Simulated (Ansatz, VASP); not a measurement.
## ZnS: VASP beside Ansatz

```xyz
4
Lattice="3.7382 0.0000 0.0000 -1.8691 3.2374 0.0000 0.0000 0.0000 6.1428" Properties=species:S:1:pos:R:3 pbc="T T T"
Zn    0.0000    2.1582    0.0036
Zn    1.8691    1.0791    3.0750
S     0.0000    2.1582    2.2999
S     1.8691    1.0791    5.3713
```

Change from the starting cell: polar distortion scaled by 1.00.

Alike in both runs: task single point; functional LDA; k mesh 9 × 9 × 6; no spin polarisation.

```csv
,VASP,Ansatz
version,VASP 6.6.1,Ansatz 0.2.0
potentials or method,"VASP PAW LDA potentials, release 64 (Zn, S)","scalar-relativistic, plane waves, PAW"
plane-wave cutoff (eV),520,420
occupations,"gaussian, width 0.01 eV",fixed
valence electrons in the cell,36,36
```

```tsv
	VASP	Ansatz	Ansatz less VASP
gap on the k mesh at the Fermi level (eV)	2.23	2.19	-0.040
least direct gap on the mesh (eV)	2.23	2.19	-0.040
pressure (GPa)	0.2	0.0	-0.24
```

Ansatz warned: «pseudo_functional_mismatch».
